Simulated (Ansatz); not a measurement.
CaF₂ (started from an entry of an open crystallographic database), relaxed with r2SCAN, was run in the plane-wave code Ansatz under altered settings. All numbers are computed, without spin polarisation but where a row says otherwise.

```
CELL_PARAMETERS angstrom
0.00000 2.71959 2.71959
2.71959 0.00000 2.71959
2.71959 2.71959 0.00000
ATOMIC_POSITIONS crystal
Ca 0.00000 0.00000 0.00000
F 0.25000 0.25000 0.25000
F 0.75000 0.75000 0.75000
```

The base run's other keys:
```yaml
kpoints:
  mp_grid: { grid: [4, 4, 4] }
hamiltonian:
  xc: hse06
scf:
  occupations: { method: fixed }
  n_extra_bands: 4
```

It takes 12 iterations with 749 plane waves at 420 eV and 8 k points, and leaves a mean stress of +1.35 GPa. The gap over this mesh is 9.450 eV.

Outcomes, with energy and stress as changes against the base:
```
                                     setting        outcome  ΔF (meV/atom)  Δ mean stress (GPa)  gap on the mesh (eV)  iterations
PBE hybrid, exx coeff 0.05, omega 0.2078 1/Å      converged              –                 +1.6                 7.783          11
    PBE hybrid, exx coeff 1.0, omega 0.3 1/Å      converged              –                 -5.8                14.979          21
      PBE hybrid, exx coeff 0.15, unscreened      converged              –                 +0.7                 9.066          11
            scf.occupations: fermi_dirac 1.5  not converged              –                    –                     –          21
                             scf.n_bands: 12        refused              –                    –                     –           –
```
A dash marks a value that wasn't obtained or can't be compared. Stress is positive in compression.

- PBE hybrid, exx coeff 0.05, omega 0.2078 1/Å. That is 5 % exact exchange, screened with ω = 0.2078 1/Å, against HSE06's 25 % screened at 0.208 1/Å. The mean stress moves by +1.6 GPa and the gap on the mesh by -1.667 eV (to 7.783). Totals of different functionals aren't comparable.
- PBE hybrid, exx coeff 1.0, omega 0.3 1/Å. That is 100 % exact exchange, screened with ω = 0.3 1/Å, against HSE06's 25 % screened at 0.208 1/Å. The mean stress moves by -5.8 GPa and the gap on the mesh by +5.530 eV (to 14.979). Totals of different functionals aren't comparable.
- PBE hybrid, exx coeff 0.15, unscreened. That is 15 % exact exchange, at all ranges, against HSE06's 25 % screened at 0.208 1/Å. The mean stress moves by +0.7 GPa and the gap on the mesh by -0.384 eV (to 9.066). Totals of different functionals aren't comparable.
- scf.occupations: fermi_dirac 1.5. The loop closes, but the program refuses the state that it reached. Error: refused after 3 iterations: little_group_invariance = 7.92e-3 (threshold 2.00e-3); the state that met every other criterion of the hybrid outer loop has lost the crystal's symmetry and is not regaining it fast enough for `scf.exx.max_outer_iter` (outer cycles, not inner-SCF steps) […]
- scf.n_bands: 12. The program doesn't start. Error: YAML parse error: line 17 column 3: unknown field `n_bands`, expected one of max_iter, algorithm, n_extra_bands, self_checks, convergence, lower_state_search, omitted_lower_state_checks, lower_solution_reach, mixing, occupations, eigensolver, initial_density, exx

The stress of a hybrid is loosely converged in these runs.

The meshes of the hybrids are coarse, so their gaps aren't converged to the digits shown.
